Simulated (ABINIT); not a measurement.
**GaN (P6_3mc): Bethe-Salpeter spectra with ABINIT**

How far does the k mesh set the exciton binding of GaN (P6_3mc)?

Program: ABINIT 10.8.3. Level of theory: PBE and many-body steps on it, plane waves. Results are calculated unless marked as measured.

Report form: the programs' logs are mostly left out.

The database entry behind the starting cell has ideal inner coordinates that were not refined, so it need not match the best structure at ambient conditions.

**1. The starting structure**

The structure is hexagonal, space group P6_3mc (No. 186). The conventional cell has a = 3.190 Å, b = 3.190 Å, c = 5.189 Å, α = 90.00°, β = 90.00°, γ = 120.00°. Ga has 4 N at 1.95 Å nearest. Nearest to N lie 4 Ga at 1.95 Å. Farther neighbours and most contacts between anions are not listed.

The cell and positions come from the Crystallography Open Database and are kept as given unless a step says otherwise.

**2. Empty states on the mesh, 6×6×4 mesh, 137 bands**

This step: ABINIT 10.8.3; DFT, PBE, plane waves, norm-conserving pseudopotentials.

The sums over transitions need many empty states on a uniform mesh; this step solves for them.

The input, run.abi:

```
acell 3*1.0 Angstrom
rprim 
  3.190000000016 -0.000000000004 0.000000000000
  -1.595000000005 2.762621038088 0.000000000000
  0.000000000000 0.000000000000 5.189000000000
ntypat 2
znucl 31 7
natom 4
typat 1 1 2 2
xred 
  0.666666666667 0.333333333333 0.000000000000
  0.333333333333 0.666666666667 0.500000000000
  0.666666666667 0.333333333333 0.375000000000
  0.333333333333 0.666666666667 0.875000000000
pp_dirpath "pseudos"
pseudos "Ga.upf, N.upf"
ecut 45
ngkpt 6 6 4
nshiftk 1
shiftk 0 0 0
kptopt 1
chksymbreak 0
irdden 1
istwfk *1
nband 137
prtvol 0
optdriver 6
gwr_task "HDIAGO"
paral_kgb 0
occopt 1
indata_prefix "in"
outdata_prefix "out"
tmpdata_prefix "tmp"
```

Run with:

```sh
$ OMP_NUM_THREADS=1 mpirun -n 4 abinit run.abi > log
```

It took 5.8 min on 4 MPI ranks of Arm Neoverse V1, shared host; peak memory 4.5 GiB; 23 min of CPU time.

Numbers from this step:

* gap: 1.919 eV
* k of the valence top: 0, 0, 0
* k of the conduction bottom: 0, 0, 0
* least direct gap: 1.919 eV
* k points computed: 21
* lowest point of the top converged band, above the valence top: 84.5975 eV

On this mesh the gap is 1.919 eV.

The density comes from a self-consistent run that is not shown.

**3. Screening, 6×6×4 mesh, 129 bands, screening to 163.3 eV**

The RPA dielectric matrix is built and inverted for each q.

This step: RPA screening on PBE, plane waves, norm-conserving pseudopotentials.

run.abi, as its differences from that of step 2:

```diff
@@ -22,10 +22,11 @@
 chksymbreak 0
-irdden 1
 istwfk *1
-nband 137
-prtvol 0
-optdriver 6
-gwr_task "HDIAGO"
-paral_kgb 0
 occopt 1
+irdwfk 1
+optdriver 3
+nband 129
+ecuteps 6
+inclvkb 2
+awtr 1
+symchi 1
 indata_prefix "in"
```

Run time: 11 min. Hardware: 4 MPI ranks; peak memory 3 GiB; 42 min of CPU time.

This step gave:

* ε∞ with local fields, on this mesh, along the program's q direction: 5.863
* the same without local fields: 6.301
* plasma frequency: 39.60 eV
* plane waves in the screening matrix: 233

Local fields lower ε∞ by 7 %.

**4. Self-energy, 6×6×4 mesh, 129 bands, screening to 163.3 eV**

The self-energy is evaluated for the states that the input lists, and the levels follow from it, in one-shot runs by the linearised quasiparticle equation.

This step: G0W0 on PBE, plane waves, norm-conserving pseudopotentials.

run.abi, as its differences from that of step 3:

```diff
@@ -25,8 +25,15 @@
 irdwfk 1
-optdriver 3
+optdriver 4
 nband 129
+gwcalctyp 0
+ecutsigx 45
+symsigma 1
+nkptgw 1
+kptgw 
+  0.0000000000 0.0000000000 0.0000000000
+bdgw 
+  25 28
 ecuteps 6
-inclvkb 2
-awtr 1
-symchi 1
+irdscr 1
+ppmodel 1
 indata_prefix "in"
```

The job ended after 12 s (4 MPI ranks; peak memory 1.8 GiB; 48 s of CPU time).

Numbers from this step:

```
G0W0 gap on the points computed              : 2.765 eV
starting gap on the mesh                     : 1.919 eV
k of the valence top                         : 0, 0, 0
k of the conduction bottom                   : 0, 0, 0
least direct G0W0 gap on the computed points : 2.765 eV
```

The gap on the mesh goes from 1.92 eV to 2.76 eV, a correction of +0.85 eV.

The gap opens by 0.846 eV; the next steps shift the empty bands rigidly by 0.846 eV.

**5. Excitons**

Optical absorption needs the electron-hole interaction, solved here in a basis of vertical transitions on the mesh.

This step: Bethe-Salpeter equation on PBE with a scissors shift, plane waves, norm-conserving pseudopotentials.

run.abi, as its differences from that of step 4:

```diff
@@ -25,15 +25,17 @@
 irdwfk 1
-optdriver 4
-nband 129
-gwcalctyp 0
-ecutsigx 45
-symsigma 1
-nkptgw 1
-kptgw 
-  0.0000000000 0.0000000000 0.0000000000
-bdgw 
-  25 28
-ecuteps 6
+optdriver 99
+bs_calctype 1
+mbpt_sciss 0.846 eV
+bs_loband 22
+nband 28
+bs_exchange_term 1
+bs_coulomb_term 11
+bs_coupling 0
+bs_algorithm 1
+bs_freq_mesh 0 6 0.05 eV
+zcut 0.1 eV
+ecuteps 3
+ecutwfn 22.5
+inclvkb 2
 irdscr 1
-ppmodel 1
 indata_prefix "in"
```

Wall time 39 s (4 MPI ranks); peak memory 0.57 GiB; 2.6 min of CPU time.

Numbers from this step:

```
direct gap of the transition levels                            : 2.765 eV
transitions in the window                                      : 1440
first strong exciton (over a fiftieth of the strongest listed) : 2.395 eV
lowest state                                                   : 2.395 eV
binding of the lowest state below the direct gap               : 0.3698 eV
Coulomb term of one mesh cell                                  : 0.3722 eV
```

The binding is 0.99 times the screened Coulomb term of one mesh cell (0.37 eV), so it is not shown settled.

The lowest state lies at 2.395 eV, 0.370 eV under the direct gap.

Lines within 3 meV are set at the lowest of them, and the highest group, which the list may cut short, is left out. Exciton lines, with heights relative to the strongest:

```
position (eV)  lines merged  oscillator strength, relative
        2.395             2                            100
        2.461             1                             52
        3.434             2                            0.0
        3.729             2                             82
        3.753             2                            0.2
        4.123             2                             64
        4.130             1                            0.0
        4.159             3                             84
```

The ε₂ has structure finer than the step of the table below, so its rows give means over 0.25 eV, whole bins alone (the curve runs from 0 to 5.95 eV). Peaks (eV: height): BSE 2.400: 6.45, 3.750: 4.25, 4.150: 7.06, 4.900: 5.86; no electron-hole interaction 2.800: 4.90, 4.100: 2.47, 4.600: 3.81, 5.300: 3.42, 5.600: 4.57; Kohn-Sham, no shift 1.950: 4.93, 3.250: 2.44, 3.750: 3.81, 4.750: 4.59, 5.600: 7.91, 5.900: 6.96.

Mean over the three Cartesian directions of q; broadening 0.1 eV; transition window only. Limits: finite bands, cutoff and mesh; no spin-orbit coupling; exciton not shown settled in the k mesh. ε₂ against photon energy; means over each step:

| photon energy (eV) | BSE | no electron-hole interaction | Kohn-Sham, no shift |
| --- | --- | --- | --- |
| 0.25 | 0.00977 | 0.00552 | 0.0124 |
| 0.50 | 0.0204 | 0.0113 | 0.0267 |
| 0.75 | 0.0330 | 0.0179 | 0.0457 |
| 1.00 | 0.0494 | 0.0258 | 0.0761 |
| 1.25 | 0.0734 | 0.0359 | 0.137 |
| 1.50 | 0.114 | 0.0503 | 0.322 |
| 1.75 | 0.201 | 0.0733 | 1.61 |
| 2.00 | 0.480 | 0.117 | 3.45 |
| 2.25 | 2.55 | 0.229 | 0.702 |
| 2.50 | 4.19 | 0.766 | 0.292 |
| 2.75 | 0.823 | 3.62 | 0.273 |
| 3.00 | 0.401 | 1.39 | 0.538 |
| 3.25 | 0.438 | 0.367 | 1.86 |
| 3.50 | 1.11 | 0.264 | 1.62 |
| 3.75 | 3.28 | 0.372 | 3.27 |
| 4.00 | 3.62 | 1.38 | 1.17 |
| 4.25 | 4.09 | 1.60 | 1.20 |
| 4.50 | 1.28 | 2.93 | 2.90 |
| 4.75 | 2.92 | 1.98 | 3.66 |
| 5.00 | 4.91 | 0.902 | 1.80 |
| 5.25 | 4.21 | 2.45 | 3.62 |
| 5.50 | 3.23 | 3.48 | 6.20 |
| 5.75 | 7.14 | 2.40 | 5.99 |

**6. Model screening**

run.abi, as its differences from that of step 5:

```diff
@@ -28,6 +28,6 @@
 mbpt_sciss 0.846 eV
-bs_loband 22
-nband 28
+bs_loband 25
+nband 27
 bs_exchange_term 1
-bs_coulomb_term 11
+bs_coulomb_term 21
 bs_coupling 0
@@ -39,3 +39,4 @@
 inclvkb 2
-irdscr 1
+mdf_epsinf 5.86
+irdden 1
 indata_prefix "in"
```

Run time: 5.9 s. Hardware: 4 MPI ranks; peak memory 0.57 GiB; 24 s of CPU time.

This step gave:

* direct gap of the transition levels: 2.765 eV
* transitions in the window: 288
* first strong exciton (over a fiftieth of the strongest listed): 2.396 eV
* lowest state: 2.396 eV
* binding of the lowest state below the direct gap: 0.3689 eV
* Coulomb term of one mesh cell: 0.3722 eV

The binding is 0.99 times the screened Coulomb term of one mesh cell (0.37 eV), so it is not shown settled.

The lowest state lies at 2.396 eV, 0.369 eV under the direct gap.

The ε₂ has structure finer than the step of the table below, so its rows give means over 0.2 eV, whole bins alone (the curve runs from 0 to 5.95 eV). Peaks (eV: height): BSE 2.40: 4.28, 3.75: 3.35, 4.15: 6.19, 4.90: 3.62, 5.15: 3.60; no electron-hole interaction 2.75: 3.45, 4.10: 2.42, 4.60: 3.75, 5.30: 3.22, 5.55: 3.42; Kohn-Sham, no shift 1.90: 3.40, 3.25: 2.39, 3.75: 3.75, 4.45: 3.19, 4.75: 3.41, 5.60: 7.30, 5.90: 6.03.

Mean over the three Cartesian directions of q; broadening 0.1 eV; transition window only. Limits: finite bands, cutoff and mesh; no spin-orbit coupling; exciton not shown settled in the k mesh. The ε₂ by photon energy; means over each step:

| photon energy (eV) | BSE | no electron-hole interaction | Kohn-Sham, no shift |
| --- | --- | --- | --- |
| 0.2 | 0.00481 | 0.00295 | 0.00675 |
| 0.4 | 0.00990 | 0.00601 | 0.0141 |
| 0.6 | 0.0156 | 0.00933 | 0.0230 |
| 0.8 | 0.0223 | 0.0130 | 0.0348 |
| 1.0 | 0.0308 | 0.0174 | 0.0524 |
| 1.2 | 0.0423 | 0.0228 | 0.0832 |
| 1.4 | 0.0594 | 0.0298 | 0.151 |
| 1.6 | 0.0882 | 0.0396 | 0.369 |
| 1.8 | 0.146 | 0.0545 | 1.71 |
| 2.0 | 0.304 | 0.0804 | 2.21 |
| 2.2 | 1.08 | 0.135 | 0.497 |
| 2.4 | 3.33 | 0.292 | 0.230 |
| 2.6 | 1.04 | 1.16 | 0.190 |
| 2.8 | 0.352 | 2.64 | 0.235 |
| 3.0 | 0.247 | 0.675 | 0.463 |
| 3.2 | 0.273 | 0.262 | 1.70 |
| 3.4 | 0.458 | 0.194 | 1.49 |
| 3.6 | 1.52 | 0.219 | 2.35 |
| 3.8 | 2.59 | 0.376 | 3.09 |
| 4.0 | 2.75 | 1.31 | 1.02 |
| 4.2 | 4.71 | 1.75 | 0.833 |
| 4.4 | 1.34 | 1.84 | 2.34 |
| 4.6 | 0.868 | 3.41 | 2.61 |
| 4.8 | 2.14 | 1.32 | 2.52 |
| 5.0 | 3.05 | 0.765 | 0.956 |
| 5.2 | 2.82 | 1.87 | 1.14 |
| 5.4 | 1.15 | 2.62 | 3.41 |
| 5.6 | 1.28 | 2.87 | 6.24 |
| 5.8 | 4.18 | 1.11 | 5.06 |

**7. Empty states on the mesh, 9×9×6 mesh, 38 bands**

This step: DFT, PBE, plane waves, norm-conserving pseudopotentials.

run.abi, as its differences from that of step 6:

```diff
@@ -17,3 +17,3 @@
 ecut 45
-ngkpt 6 6 4
+ngkpt 9 9 6
 nshiftk 1
@@ -22,21 +22,10 @@
 chksymbreak 0
+iscf -2
+irdden 1
 istwfk *1
-occopt 1
-irdwfk 1
-optdriver 99
-bs_calctype 1
-mbpt_sciss 0.846 eV
-bs_loband 25
-nband 27
-bs_exchange_term 1
-bs_coulomb_term 21
-bs_coupling 0
-bs_algorithm 1
-bs_freq_mesh 0 6 0.05 eV
-zcut 0.1 eV
-ecuteps 3
-ecutwfn 22.5
-inclvkb 2
-mdf_epsinf 5.86
-irdden 1
+nband 38
+nbdbuf 4
+tolwfr 1e-09
+nstep 60
+prtvol 0
 indata_prefix "in"
```

Elapsed: 37 s, on 4 MPI ranks; peak memory 0.38 GiB.

Numbers from this step:

* gap: 1.919 eV
* k of the valence top: 0, 0, 0
* k of the conduction bottom: 0, 0, 0
* least direct gap: 1.919 eV
* k points computed: 48
* lowest point of the top converged band, above the valence top: 10.44 eV

On this mesh the gap is 1.919 eV.

**8. k mesh (9×9×6)**

This step: Bethe-Salpeter equation on PBE with a scissors shift, plane waves, norm-conserving pseudopotentials.

run.abi, as its differences from that of step 7:

```diff
@@ -22,10 +22,21 @@
 chksymbreak 0
-iscf -2
+istwfk *1
+occopt 1
+irdwfk 1
+optdriver 99
+bs_calctype 1
+mbpt_sciss 0.846 eV
+bs_loband 25
+nband 27
+bs_exchange_term 1
+bs_coulomb_term 21
+bs_coupling 0
+bs_algorithm 1
+bs_freq_mesh 0 6 0.05 eV
+zcut 0.1 eV
+ecuteps 3
+ecutwfn 22.5
+inclvkb 2
+mdf_epsinf 5.86
 irdden 1
-istwfk *1
-nband 38
-nbdbuf 4
-tolwfr 1e-09
-nstep 60
-prtvol 0
 indata_prefix "in"
```

Run time: 25 s. Hardware: 4 MPI ranks; peak memory 1 GiB.

This step gave:

```
direct gap of the transition levels                            : 2.765 eV
transitions in the window                                      : 972
first strong exciton (over a fiftieth of the strongest listed) : 2.514 eV
lowest state                                                   : 2.514 eV
binding of the lowest state below the direct gap               : 0.2508 eV
Coulomb term of one mesh cell                                  : 0.2481 eV
```

The binding is 1.0 times the screened Coulomb term of one mesh cell (0.25 eV), so it is not shown settled.

The lowest state lies at 2.514 eV, 0.251 eV under the direct gap.

The window of bands is narrower than in the first exciton run, so this row is not like for like with it.

**9. Empty states on the mesh, 12×12×6 mesh, 38 bands**

This step: DFT, PBE, plane waves, norm-conserving pseudopotentials.

run.abi, as its differences from that of step 8:

```diff
@@ -17,3 +17,3 @@
 ecut 45
-ngkpt 9 9 6
+ngkpt 12 12 6
 nshiftk 1
@@ -22,21 +22,10 @@
 chksymbreak 0
+iscf -2
+irdden 1
 istwfk *1
-occopt 1
-irdwfk 1
-optdriver 99
-bs_calctype 1
-mbpt_sciss 0.846 eV
-bs_loband 25
-nband 27
-bs_exchange_term 1
-bs_coulomb_term 21
-bs_coupling 0
-bs_algorithm 1
-bs_freq_mesh 0 6 0.05 eV
-zcut 0.1 eV
-ecuteps 3
-ecutwfn 22.5
-inclvkb 2
-mdf_epsinf 5.86
-irdden 1
+nband 38
+nbdbuf 4
+tolwfr 1e-09
+nstep 60
+prtvol 0
 indata_prefix "in"
```

Run time: 57 s. Hardware: 4 MPI ranks; peak memory 0.46 GiB.

Numbers from this step:

- gap: 1.919 eV
- k of the valence top: 0, 0, 0
- k of the conduction bottom: 0, 0, 0
- least direct gap: 1.919 eV
- k points computed: 76
- lowest point of the top converged band, above the valence top: 10.44 eV

On this mesh the gap is 1.919 eV.

**10. k mesh (12×12×6)**

This step: Bethe-Salpeter equation on PBE with a scissors shift, plane waves, norm-conserving pseudopotentials.

run.abi, as its differences from that of step 9:

```diff
@@ -22,10 +22,21 @@
 chksymbreak 0
-iscf -2
+istwfk *1
+occopt 1
+irdwfk 1
+optdriver 99
+bs_calctype 1
+mbpt_sciss 0.846 eV
+bs_loband 25
+nband 27
+bs_exchange_term 1
+bs_coulomb_term 21
+bs_coupling 0
+bs_algorithm 1
+bs_freq_mesh 0 6 0.05 eV
+zcut 0.1 eV
+ecuteps 3
+ecutwfn 22.5
+inclvkb 2
+mdf_epsinf 5.86
 irdden 1
-istwfk *1
-nband 38
-nbdbuf 4
-tolwfr 1e-09
-nstep 60
-prtvol 0
 indata_prefix "in"
```

Run time: 74 s. Hardware: 4 MPI ranks; peak memory 1.5 GiB; 4.9 min of CPU time.

Numbers from this step:

```
direct gap of the transition levels                            : 2.765 eV
transitions in the window                                      : 1728
first strong exciton (over a fiftieth of the strongest listed) : 2.557 eV
lowest state                                                   : 2.557 eV
binding of the lowest state below the direct gap               : 0.2081 eV
Coulomb term of one mesh cell                                  : 0.2048 eV
```

The binding is 1.0 times the screened Coulomb term of one mesh cell (0.20 eV), so it is not shown settled.

The lowest state lies at 2.557 eV, 0.208 eV under the direct gap.

The window of bands is narrower than in the first exciton run, so this row is not like for like with it.

**11. Empty states on the mesh, 12×12×8 mesh, 38 bands**

This step: DFT, PBE, plane waves, norm-conserving pseudopotentials.

run.abi, as its differences from that of step 10:

```diff
@@ -17,3 +17,3 @@
 ecut 45
-ngkpt 12 12 6
+ngkpt 12 12 8
 nshiftk 1
@@ -22,21 +22,10 @@
 chksymbreak 0
+iscf -2
+irdden 1
 istwfk *1
-occopt 1
-irdwfk 1
-optdriver 99
-bs_calctype 1
-mbpt_sciss 0.846 eV
-bs_loband 25
-nband 27
-bs_exchange_term 1
-bs_coulomb_term 21
-bs_coupling 0
-bs_algorithm 1
-bs_freq_mesh 0 6 0.05 eV
-zcut 0.1 eV
-ecuteps 3
-ecutwfn 22.5
-inclvkb 2
-mdf_epsinf 5.86
-irdden 1
+nband 38
+nbdbuf 4
+tolwfr 1e-09
+nstep 60
+prtvol 0
 indata_prefix "in"
```

Run time: 71 s. Hardware: 4 MPI ranks; peak memory 0.51 GiB; 4.7 min of CPU time.

This step gave:

```
gap                                                           : 1.919 eV
k of the valence top                                          : 0, 0, 0
k of the conduction bottom                                    : 0, 0, 0
least direct gap                                              : 1.919 eV
k points computed                                             : 95
lowest point of the top converged band, above the valence top : 10.44 eV
```

On this mesh the gap is 1.919 eV.

**12. k mesh (12×12×8)**

This step: Bethe-Salpeter equation on PBE with a scissors shift, plane waves, norm-conserving pseudopotentials.

run.abi, as its differences from that of step 11:

```diff
@@ -22,10 +22,21 @@
 chksymbreak 0
-iscf -2
+istwfk *1
+occopt 1
+irdwfk 1
+optdriver 99
+bs_calctype 1
+mbpt_sciss 0.846 eV
+bs_loband 25
+nband 27
+bs_exchange_term 1
+bs_coulomb_term 21
+bs_coupling 0
+bs_algorithm 1
+bs_freq_mesh 0 6 0.05 eV
+zcut 0.1 eV
+ecuteps 3
+ecutwfn 22.5
+inclvkb 2
+mdf_epsinf 5.86
 irdden 1
-istwfk *1
-nband 38
-nbdbuf 4
-tolwfr 1e-09
-nstep 60
-prtvol 0
 indata_prefix "in"
```

Elapsed: 2.3 min, on 4 MPI ranks; peak memory 1.8 GiB.

This step gave:

| Quantity | Value |
| --- | --- |
| direct gap of the transition levels | 2.765 eV |
| transitions in the window | 2304 |
| first strong exciton (over a fiftieth of the strongest listed) | 2.575 eV |
| lowest state | 2.575 eV |
| binding of the lowest state below the direct gap | 0.1898 eV |
| Coulomb term of one mesh cell | 0.1861 eV |

The binding is 1.0 times the screened Coulomb term of one mesh cell (0.19 eV), so it is not shown settled.

The lowest state lies at 2.575 eV, 0.190 eV under the direct gap.

The window of bands is narrower than in the first exciton run, so this row is not like for like with it.

**13. Empty states on the mesh, 15×15×8 mesh, 38 bands**

This step: DFT, PBE, plane waves, norm-conserving pseudopotentials.

run.abi, as its differences from that of step 12:

```diff
@@ -17,3 +17,3 @@
 ecut 45
-ngkpt 12 12 8
+ngkpt 15 15 8
 nshiftk 1
@@ -22,21 +22,10 @@
 chksymbreak 0
+iscf -2
+irdden 1
 istwfk *1
-occopt 1
-irdwfk 1
-optdriver 99
-bs_calctype 1
-mbpt_sciss 0.846 eV
-bs_loband 25
-nband 27
-bs_exchange_term 1
-bs_coulomb_term 21
-bs_coupling 0
-bs_algorithm 1
-bs_freq_mesh 0 6 0.05 eV
-zcut 0.1 eV
-ecuteps 3
-ecutwfn 22.5
-inclvkb 2
-mdf_epsinf 5.86
-irdden 1
+nband 38
+nbdbuf 4
+tolwfr 1e-09
+nstep 60
+prtvol 0
 indata_prefix "in"
```

Run time: 1.7 min. Hardware: 4 MPI ranks; peak memory 0.61 GiB; 7 min of CPU time.

This step gave:

* gap: 1.919 eV
* k of the valence top: 0, 0, 0
* k of the conduction bottom: 0, 0, 0
* least direct gap: 1.919 eV
* k points computed: 135
* lowest point of the top converged band, above the valence top: 10.44 eV

On this mesh the gap is 1.919 eV.

[end of part 1 of 2]

[Paths, hosts, dates, memory and timing lines, banners, echoed tables and standing remarks are left out of the program output.]

[Logs are printed without paths, hosts, clocks, repeated set-up lines and the standing remarks that a program may print on its own settings, such as how far it seeks lower states.]

[Runs of the session that timed out or met a known fault of the program may be left out.]

[Hosts, paths, dates, database ids (printed as entryN), source tags and the programs' standing remarks are cut or masked in the printed files.]

[G0W0 gaps are taken among the corrected bands and points alone; a level outside them can change the order at an edge.]

[Where Ansatz stands beside ABINIT at settings called matched, ABINIT's density can come from a denser mesh and the files from another edition; pairs whose starting gaps differed by over 0.03 eV were left out, so agreement reads better than it is.]
